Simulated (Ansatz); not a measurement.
Trial structures of Si₃Ge: starts and ends

All numbers below come from DFT PBE, scalar-relativistic, plane waves, PAW in Ansatz. All cells share a 420 eV cutoff and Γ-centred k meshes spaced at most about 0.3 Å⁻¹ (about 0.25 or finer for metals, 2π included). No spin polarisation in the final relaxations.

Each guess was relaxed in cell and atoms at zero pressure, within the symmetry of its start. Temperature and zero-point effects are left out. Coordination counts Si atoms around Ge (those within 1.25 times the shortest such distance or 1.15 times the sum of covalent radii; the shortest distance is added where it is long for a bond). For orderings, «n of Z unlike» gives the unlike atoms among the Z nearest shared sites at the start, averaged over those sites.

| guess | made from | start group | V start (Å³/atom) | end group | V end (Å³/atom) | coordination at the end | gap on mesh (eV) | E over the lowest end (meV/atom) |
| --- | --- | --- | --- | --- | --- | --- | --- | --- |
| 1 | Si/Ge on hcp sites, 3.0 of 12 unlike | P-6m2 | 16.2 | ? | ? | ? | ? | ? |
| 2 | Si/Ge ordered on a cell of Si | P6/mmm | 16.2 | P6/mmm | 16.1 | Ge 2 | 0 | 319 |
| 3 | Si/Ge ordered on a cell of Si | P6/mmm | 16.2 | P6/mmm | 16.1 | Ge 6 | 0 | 328 |
| 4 | Si/Ge on fcc sites, 5.0 of 12 unlike | Cmmm | 16.2 | Cmmm | 16.0 | Ge 10 | 0 | 530 |
| 5 | Si/Ge on diamond sites, 2.0 of 4 unlike | P-4m2 | 16.2 | P-4m2 | 21.2 | Ge 4 | 0.38 | 0 |

Guess 1 as it starts:

Space group P-6m2 (No. 187). a = 2.870 Å, b = 2.870 Å, c = 9.095 Å, α = 90.00°, β = 90.00°, γ = 120.00°
| atom | site | symmetry | x | y | z |
| --- | --- | --- | --- | --- | --- |
| Si | 2h | 3m. | 0.3333 | 0.6667 | 0.7500 |
| Si | 1f | -6m2 | 0.6667 | 0.3333 | 0.5000 |
| Ge | 1e | -6m2 | 0.6667 | 0.3333 | 0.0000 |

**Question.** Fill in the missing row: what does this guess relax into, and where does it rank?

**Answer.** It ends in Si and Ge ordered on hcp sites, space group P-6m2 (No. 187), with a = 2.805 Å, c = 9.296 Å, 15.8 Å³/atom and no gap. It lies 0.49 eV/atom over the lowest end, above guess 3 and below guess 4. Counting Si atoms around Ge, this end has Ge 6 from 3.0 Å and the lowest (guess 5) has Ge 4.

```yaml
crystal:
  lattice:
    - [2.80452, 0.00000, 0.00000]
    - [-1.40226, 2.42879, 0.00000]
    - [0.00000, 0.00000, 9.29586]
  atoms:
    - { symbol: Si, position: [0.33333, 0.66667, 0.73261] }
    - { symbol: Si, position: [0.33333, 0.66667, 0.26739] }
    - { symbol: Si, position: [0.66667, 0.33333, 0.50000] }
    - { symbol: Ge, position: [0.66667, 0.33333, 0.00000] }
```

The zero of energy is the elements' standard structures at the same level; no fitted shifts are applied.

**Question.** Is the lowest end bound against the elements?

**Answer.** Too close to call: its formation energy is +0.013 eV/atom. The formation energy is too near zero to say whether this cell lies below the elements.

For metals, differences of a few meV/atom aren't resolved. Kohn–Sham gaps at this level usually fall short of measured ones. Cells relaxed within their symmetry can be saddle points. A lower structure may well exist outside this small set. Some types were kept out of the candidates beforehand, so the set may lack a known form.

Only the diamond-type ordering keeps a gap, and it lies far below the four metallic ends. With four valence electrons per atom, Si and Ge can fill all the bonding states of a tetrahedral sp³ network and leave the antibonding ones empty. Denser packing gives up these directed bonds for more numerous but weaker contacts, which is why guess 5 expands from 16.2 to 21.2 Å³/atom while the others stay compact. The compact ends resemble high-pressure forms of silicon, and their smaller volumes would favour them under compression, though no transition pressure follows from these energies.

The near-zero formation energy fits two isovalent elements with similar electronegativities and a modest size mismatch: Si–Ge bonds offer little gain over the average of Si–Si and Ge–Ge bonds. This agrees with the known tendency of Si and Ge to form a disordered solid solution, in which configurational entropy favours mixing. With only one diamond-site arrangement computed, the results don't show a preference for this particular order.
